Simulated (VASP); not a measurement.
**How uniaxial stress along [111] changes GaN (F-43m)**

How do the elastic response and the band edges of GaN follow uniaxial stress along [111]?

Program: VASP 6.6.1. Level of theory: LDA; plane waves and PAW (Ga_d, N); cell typed or built by script, in the first sound run; inputs show where later runs differ. Results are calculated unless marked as measured.

## 1. The starting structure

The structure is cubic, space group F-43m (No. 216). Conventional cell: a = 4.500 Å, b = 4.500 Å, c = 4.500 Å, α = 90.00°, β = 90.00°, γ = 90.00°. Nearest to Ga lie 4 N at 1.95 Å. Nearest to N lie 4 Ga at 1.95 Å. Farther neighbours and most contacts between anions are not listed.

As a file:

```cif
data_structure
_symmetry_space_group_name_H-M 'F-43m'
_symmetry_Int_Tables_number 216
_cell_length_a 4.5000
_cell_length_b 4.5000
_cell_length_c 4.5000
_cell_angle_alpha 90.000
_cell_angle_beta 90.000
_cell_angle_gamma 90.000
_cell_volume 91.12
loop_
_atom_site_label
_atom_site_type_symbol
_atom_site_symmetry_multiplicity
_atom_site_Wyckoff_symbol
_atom_site_fract_x
_atom_site_fract_y
_atom_site_fract_z
_atom_site_occupancy
Ga1 Ga 4 a 0.00000 0.00000 0.00000 1
N1 N 4 d 0.25000 0.25000 0.75000 1
```

## 2. Relax the crystal, LDA

The series starts from the cell that this level prefers, so that zero strain is near zero stress.

This step took 2 runs in a row; the last is shown.

Level: LDA; plane waves and PAW (Ga_d, N); cell typed or built by script.

The input, INCAR:

```
SYSTEM = GaN
PREC = Accurate
ENCUT = 600
EDIFF = 1E-07
NELM = 120
ISMEAR = 0
SIGMA = 0.02
LREAL = .FALSE.
ALGO = Normal
GGA = CA
NBANDS = 15
LASPH = .TRUE.
LORBIT = 11
LWAVE = .FALSE.
LCHARG = .FALSE.
KPAR = 16
IBRION = 2
NSW = 40
ISIF = 3
EDIFFG = -0.005
POTIM = 0.4
```

The input, POSCAR:

```
GaN
1.0
    0.0000000000      2.2313343091      2.2313343091
    2.2313343091      0.0000000000      2.2313343091
    2.2313343091      2.2313343091      0.0000000000
Ga N
1 1
Direct
    0.0000000000      0.0000000000      0.0000000000
    0.2500000000      0.2500000000      0.2500000000
```

The input, KPOINTS:

```
Automatic mesh
0
Gamma
11 11 11
0 0 0
```

PAW data sets: Ga_d and N (LDA family, release 64).

Started as:

```sh
$ mpirun -np 16 vasp_std
```

The log of the run:

```text
[banner, memory and clock lines left out]
running   16 mpi-ranks, on    1 nodes
[...]
|                                                                             |
|           W    W    AA    RRRRR   N    N  II  N    N   GGGG   !!!           |
|           W    W   A  A   R    R  NN   N  II  NN   N  G    G  !!!           |
|           W    W  A    A  R    R  N N  N  II  N N  N  G       !!!           |
|           W WW W  AAAAAA  RRRRR   N  N N  II  N  N N  G  GGG   !            |
|           WW  WW  A    A  R   R   N   NN  II  N   NN  G    G                |
|           W    W  A    A  R    R  N    N  II  N    N   GGGG   !!!           |
|                                                                             |
|     For optimal performance we recommend to set                             |
|       NCORE = 2 up to number-of-cores-per-socket                            |
|     NCORE specifies how many cores store one orbital (NPAR=cpu/NCORE).      |
|     This setting can greatly improve the performance of VASP for DFT.       |
[...]
|     Unfortunately you need to use the default for GW and RPA                |
|     calculations (for HF NCORE is supported but not extensively tested      |
|     yet).                                                                   |
|                                                                             |

 LDA part: xc-table for (Slater(with rela. corr.)+CA(PZ))
 , standard interpolation
 POSCAR, INCAR and KPOINTS ok, starting setup
[...]
entering main loop
       N       E                     dE             d eps       ncg     rms          rms(c)
DAV:   1     0.857532580153E+02    0.85753E+02   -0.10353E+04  1880   0.234E+03
DAV:   2    -0.962955588987E+01   -0.95383E+02   -0.88750E+02  1925   0.361E+02
DAV:   3    -0.159400123772E+02   -0.63105E+01   -0.62836E+01  1827   0.774E+01
DAV:   4    -0.160128846994E+02   -0.72872E-01   -0.72858E-01  2165   0.873E+00
[...]
DAV:  11    -0.139446167820E+02    0.68215E-04   -0.22576E-04  2527   0.281E-01    0.128E-02
DAV:  12    -0.139446187308E+02   -0.19488E-05   -0.17683E-05  1939   0.487E-02    0.284E-03
DAV:  13    -0.139446186893E+02    0.41553E-07   -0.66328E-07  2552   0.156E-02
   1 F= -.13944619E+02 E0= -.13944619E+02  d E =-.139446E+02
[...]
reached required accuracy - stopping structural energy minimisation
```

Wall time 2.8 s (16 MPI ranks of Intel Xeon 6975P-C (Granite Rapids), shared host); peak memory 2.5 GiB.

The logs omit lines about the potential files and the build; timing stands in the text.

OUTCAR, selected parts (step 2):

```text
  Total        0.0013546      0.0013546      0.0013546      0.0000000      0.0000000     -0.0000000
  in kB        0.0976818      0.0976818      0.0976818      0.0000000      0.0000000     -0.0000000
  external PRESSURE =       0.0976818 kB  Pullay stress =       0.0000000 kB

 POSITION                                       TOTAL-FORCE (eV/Angst)
 -----------------------------------------------------------------------------------
      0.00000      0.00000      0.00000        -0.000000     -0.000000     -0.000000
      1.11567      1.11567      1.11567         0.000000      0.000000      0.000000
 -----------------------------------------------------------------------------------
    total drift:                               -0.000000     -0.000000      0.000000

  FREE ENERGIE OF THE ION-ELECTRON SYSTEM (eV)
  ---------------------------------------------------
  free  energy   TOTEN  =       -13.9446186893 eV

  energy  without entropy=      -13.9446186893  energy(sigma->0) =      -13.94461869

 reached required accuracy - stopping structural energy minimisation

[... 3 further parts left out ...]
[key lines of the parts left out:]
E-fermi :   5.4486
```

Numbers from this step:

| Property | Result |
| --- | --- |
| energy(sigma→0) of the program | -13.9446 eV |
| stress, compression positive | 0.01 along [111], 0.01 across it (mean), GPa |
| volume | 22.219 Å³ |
| ionic steps | 1 |

## 3. Strain across the axis, LDA

One member in full: the axis is strained by 1 %, and the two directions across it are strained alike until their mean stress is under 0.012 GPa or five steps are spent.

Level: LDA; plane waves and PAW (Ga_d, N); cell typed or built by script.

Changes to INCAR since step 2:

```diff
@@ -15,7 +15,7 @@
 LCHARG = .FALSE.
-KPAR = 16
-IBRION = 2
-NSW = 40
-ISIF = 3
-EDIFFG = -0.005
-POTIM = 0.4
+KPAR = 4
+IBRION = 1
+NSW = 25
+ISIF = 2
+EDIFFG = -0.004
+POTIM = 0.3
```

The input, POSCAR:

```
GaN
1.0
    0.0175531630      2.2448710710      2.2448710710
    2.2448710710      0.0175531630      2.2448710710
    2.2448710710      2.2448710710      0.0175531630
Ga N
1 1
Direct
    0.0000000000      0.0000000000      0.0000000000
    0.2500000000      0.2500000000      0.2500000000
```

KPOINTS is that of step 2.

Started as:

```sh
$ mpirun -np 4 vasp_std
```

The log of the run:

```text
[banner, memory and clock lines left out]
running    4 mpi-ranks, on    1 nodes
[...]
LDA part: xc-table for (Slater(with rela. corr.)+CA(PZ))
 , standard interpolation
 POSCAR, INCAR and KPOINTS ok, starting setup
[...]
entering main loop
       N       E                     dE             d eps       ncg     rms          rms(c)
DAV:   1     0.873477676159E+02    0.87348E+02   -0.10370E+04  4898   0.233E+03
DAV:   2    -0.961100827649E+01   -0.96959E+02   -0.89803E+02  4926   0.360E+02
DAV:   3    -0.159259403407E+02   -0.63149E+01   -0.62841E+01  4940   0.771E+01
DAV:   4    -0.159978675214E+02   -0.71927E-01   -0.71913E-01  5406   0.868E+00
[...]
DAV:  11    -0.139416297937E+02    0.74087E-04   -0.24038E-04  6710   0.293E-01    0.147E-02
DAV:  12    -0.139416317923E+02   -0.19986E-05   -0.18449E-05  4954   0.489E-02    0.432E-03
DAV:  13    -0.139416317415E+02    0.50742E-07   -0.69583E-07  6913   0.153E-02
   1 F= -.13941632E+02 E0= -.13941632E+02  d E =-.139416E+02
 BRION: g(F)=  0.738E-03 g(S)=  0.000E+00
[...]
DAV:   1    -0.139420115543E+02   -0.37976E-03   -0.82415E-02  4436   0.233E+00    0.279E-02
DAV:   2    -0.139421143344E+02   -0.10278E-03   -0.12123E-03  5157   0.376E-01    0.134E-02
DAV:   3    -0.139421089298E+02    0.54046E-05   -0.24330E-05  6193   0.664E-02    0.421E-03
DAV:   4    -0.139421087148E+02    0.21505E-06   -0.23011E-06  5253   0.202E-02    0.196E-03
DAV:   5    -0.139421086940E+02    0.20746E-07   -0.16605E-07  4531   0.478E-03
   2 F= -.13942109E+02 E0= -.13942109E+02  d E =-.476953E-03
 BRION: g(F)=  0.614E-04 g(S)=  0.000E+00 retain N=  1 mean eig= 1.41
 eig:   1.405
[...]
N       E                     dE             d eps       ncg     rms          rms(c)
DAV:   1    -0.139421349017E+02   -0.26187E-04   -0.13546E-02  4429   0.946E-01    0.113E-02
DAV:   2    -0.139421518731E+02   -0.16971E-04   -0.19963E-04  5073   0.153E-01    0.543E-03
DAV:   3    -0.139421509724E+02    0.90070E-06   -0.39139E-06  6194   0.268E-02    0.169E-03
DAV:   4    -0.139421509399E+02    0.32427E-07   -0.37500E-07  5164   0.808E-03
   3 F= -.13942151E+02 E0= -.13942151E+02  d E =-.422459E-04
 BRION: g(F)=  0.528E-07 g(S)=  0.000E+00 retain N=  1 mean eig= 1.37
 eig:   1.365
 reached required accuracy - stopping structural energy minimisation
```

The job ended after 19 s (4 MPI ranks; peak memory 0.71 GiB).

From OUTCAR (step 3):

```text
  Total       -0.1753621     -0.1753621     -0.1753621     -0.1757249     -0.1757249     -0.1757249
  in kB      -12.5650987    -12.5650987    -12.5650987    -12.5910937    -12.5910937    -12.5910937
  external PRESSURE =     -12.5650987 kB  Pullay stress =       0.0000000 kB

 POSITION                                       TOTAL-FORCE (eV/Angst)
 -----------------------------------------------------------------------------------
      0.00265      0.00265      0.00265        -0.000552     -0.000552     -0.000552
      1.12417      1.12417      1.12417         0.000552      0.000552      0.000552
 -----------------------------------------------------------------------------------
    total drift:                                0.000256      0.000256      0.000256

  FREE ENERGIE OF THE ION-ELECTRON SYSTEM (eV)
  ---------------------------------------------------
  free  energy   TOTEN  =       -13.9421509399 eV

  energy  without entropy=      -13.9421509399  energy(sigma->0) =      -13.94215094

[... 1 part as in an earlier step ...]

[... 3 further parts left out ...]
[key lines of the parts left out:]
E-fermi :   5.4841
```

This run gave:

- energy(sigma→0) of the program: -13.9422 eV
- stress, compression positive: -3.77 along [111], 0.00 across it (mean), GPa
- ionic steps: 3

## 4. Band edges, HSE06

Short lines in KPOINTS_OPT sample the zone centre along and across the axis, for masses, and the other valleys.

Level: HSE06; plane waves and PAW (Ga_d, N); cell typed or built by script.

The input, INCAR:

```
SYSTEM = GaN
PREC = Accurate
ENCUT = 600
EDIFF = 1E-06
NELM = 100
ISMEAR = 0
SIGMA = 0.02
LREAL = .FALSE.
ALGO = Normal
LHFCALC = .TRUE.
AEXX = 0.25
GGA = PE
HFSCREEN = 0.2
LASPH = .TRUE.
NBANDS = 14
PRECFOCK = Fast
LWAVE = .FALSE.
LCHARG = .FALSE.
KPAR = 4
```

The input, POSCAR:

```
GaN
1.0
    0.0175531630      2.2448710710      2.2448710710
    2.2448710710      0.0175531630      2.2448710710
    2.2448710710      2.2448710710      0.0175531630
Ga N
1 1
Direct
    0.0005883088      0.0005883088      0.0005883088
    0.2494116912      0.2494116912      0.2494116912
```

The input, KPOINTS:

```
Automatic mesh
0
Gamma
6 6 6
0 0 0
```

The input, KPOINTS_OPT:

```
Line mode
6
Line-mode
Reciprocal
  0.00000000   0.00000000   0.00000000
  0.02070835   0.02070835   0.02070835

  0.00000000   0.00000000   0.00000000
 -0.01253307   0.01253307  -0.00000000

  0.31000000   0.31000000   0.00000000
  0.50000000   0.50000000   0.00000000

  0.00000000   0.31000000   0.31000000
  0.00000000   0.50000000   0.50000000

  0.45000000   0.45000000   0.45000000
  0.50000000   0.50000000   0.50000000

  0.45000000   0.00000000   0.00000000
  0.50000000   0.00000000   0.00000000

  0.42500000   0.42500000   0.00000000
  0.42513968   0.44286412   0.01786412

  0.50000000   0.50000000   0.50000000
  0.48746693   0.51253307   0.50000000
```

Started as:

```sh
$ mpirun -np 4 vasp_std
```

The log of the run:

```text
[banner, memory and clock lines left out]
running    4 mpi-ranks, on    1 nodes
[...]
|                                                                             |
|               ----> ADVICE to this user running VASP <----                  |
|                                                                             |
|     You enforced a specific xc type in the INCAR file but a different       |
|     [... a line on the potential file left out ...]
|     I HOPE YOU KNOW WHAT YOU ARE DOING!                                     |
|                                                                             |

 LDA part: xc-table for (Slater+PW92), standard interpolation
 found WAVECAR, reading the header
 POSCAR, INCAR and KPOINTS ok, starting setup
[...]
reading WAVECAR
 the WAVECAR file was read successfully
 initial charge from wavefunction
 entering main loop
       N       E                     dE             d eps       ncg     rms          rms(c)
DAV:   1    -0.147882868390E+02   -0.14788E+02   -0.11029E+00  1236   0.315E+01    0.905E-01
DAV:   2    -0.147720506756E+02    0.16236E-01   -0.80606E-02  1250   0.681E+00    0.570E-01
DAV:   3    -0.147658340356E+02    0.62166E-02   -0.14354E-02  1154   0.273E+00    0.320E-01
DAV:   4    -0.147654255497E+02    0.40849E-03   -0.22103E-03  1352   0.926E-01    0.176E-01
[...]
DAV:   8    -0.147651255371E+02    0.81569E-05   -0.26158E-06   974   0.283E-02    0.154E-02
DAV:   9    -0.147651229299E+02    0.26072E-05   -0.88843E-07   592   0.144E-02    0.913E-03
DAV:  10    -0.147651220657E+02    0.86415E-06   -0.68074E-07   538   0.935E-03
   1 F= -.14765122E+02 E0= -.14765122E+02  d E =-.770732E-11
 Start KPOINTS_OPT (optional k-point list driver)
k-point batch [1-32\48]
       N       E                     dE             ncg
DAV:   1     0.339347916986E+03   -0.14886E+05      976
DAV:   2    -0.335344520938E+04   -0.36928E+04     1052
DAV:   3    -0.364772789214E+04   -0.29428E+03      968
DAV:   4    -0.365399696195E+04   -0.62691E+01     1106
DAV:   5    -0.365405902819E+04   -0.62066E-01     1114
DAV:   6    -0.365406013004E+04   -0.11018E-02     1264
DAV:   7    -0.365406015576E+04   -0.25721E-04      966
DAV:   8    -0.365406015679E+04   -0.10342E-05      864
DAV:   9    -0.365406015691E+04   -0.11716E-06      628
k-point batch [33-48\48]
       N       E                     dE             ncg
DAV:   1     0.124368808496E+05   -0.13234E+05      504
DAV:   2     0.106463708353E+05   -0.17905E+04      550
DAV:   3     0.105220678387E+05   -0.12430E+03      490
DAV:   4     0.105198089817E+05   -0.22589E+01      520
DAV:   5     0.105197825141E+05   -0.26468E-01      526
DAV:   6     0.105197818638E+05   -0.65032E-03      598
DAV:   7     0.105197818515E+05   -0.12258E-04      476
DAV:   8     0.105197818512E+05   -0.35068E-06      326
```

Run time: 5.7 min. Hardware: 4 MPI ranks; peak memory 1.2 GiB; 17 min of CPU time.

OUTCAR, selected parts (step 4):

```text
  LATTYP: Found a trigonal (rhomboedric) cell.
 ALAT       =     3.1747756400
 COS(alpha) =     0.5078037063

 Subroutine GETGRP returns: Found  6 space group operations
 (whereof  6 operations were pure point group operations)

The static configuration has the point symmetry C_3v.

 Found     32 irreducible k-points:

   k-points           NKPTS =     32   k-points in BZ     NKDIM =    216   number of bands    NBANDS=     14

   dimension x,y,z NGX =    28 NGY =   28 NGZ =   28
   dimension x,y,z NGXF=    56 NGYF=   56 NGZF=   56

   ENCUT  =  600.0 eV  44.10 Ry    6.64 a.u.   6.34  6.34  6.34*2*pi/ulx,y,z

   NELECT =      18.0000    total number of electrons

  exchange ACFDT corr.  =         0.00000000  see jH, gK, PRB 81, 115126

 E-fermi :   4.8916

 k-point     1 :       0.0000    0.0000    0.0000
  band No.  band energies     occupation
    ...
      5     -10.5665      2.00000
      6     -10.5665      2.00000
      7       4.7330      2.00000
      8       4.8106      2.00000
      9       4.8106      2.00000
     10       7.9534      0.00000
     11      16.6913      0.00000
     12      16.9731      0.00000
     13      16.9731      0.00000
     14      24.4909      0.00000

 k-point     2 :       0.1667   -0.0000   -0.0000
  band No.  band energies     occupation
    ...
      5     -10.5688      2.00000
      6     -10.5682      2.00000
      7       2.4040      2.00000
      8       4.4410      2.00000
      9       4.5068      2.00000
     10       9.5922      0.00000
     11      15.8669      0.00000
     12      17.1548      0.00000
     13      17.3473      0.00000
     14      23.2999      0.00000

 POSITION                                       TOTAL-FORCE (eV/Angst)
 -----------------------------------------------------------------------------------
      0.00265      0.00265      0.00265        -0.000054     -0.000054     -0.000054
      1.12417      1.12417      1.12417         0.000054      0.000054      0.000054
 -----------------------------------------------------------------------------------
    total drift:                               -0.000027     -0.000025     -0.000029

  FREE ENERGIE OF THE ION-ELECTRON SYSTEM (eV)
  ---------------------------------------------------
  free  energy   TOTEN  =       -14.7651220657 eV

  energy  without entropy=      -14.7651220657  energy(sigma->0) =      -14.76512207

[... 1 part as in an earlier step ...]

[... 7 further parts left out ...]
```

This run gave:

```
energy(sigma→0) of the program : -14.7651 eV
```

(Continued in part 2 of 2.)

[Lines on the potential files, build, host, timing and source positions are cut from VASP's logs without a mark.]

[Logs are printed without paths, hosts, clocks, repeated set-up lines and the standing remarks that a program may print on its own settings, such as how far it seeks lower states.]

[Hosts, paths, dates, database ids (printed as entryN), source tags and the programs' standing remarks are cut or masked in the printed files.]

[In band tables of VASP the shares of atoms and orbitals are scaled to a sum of 1 inside the atoms' spheres.]
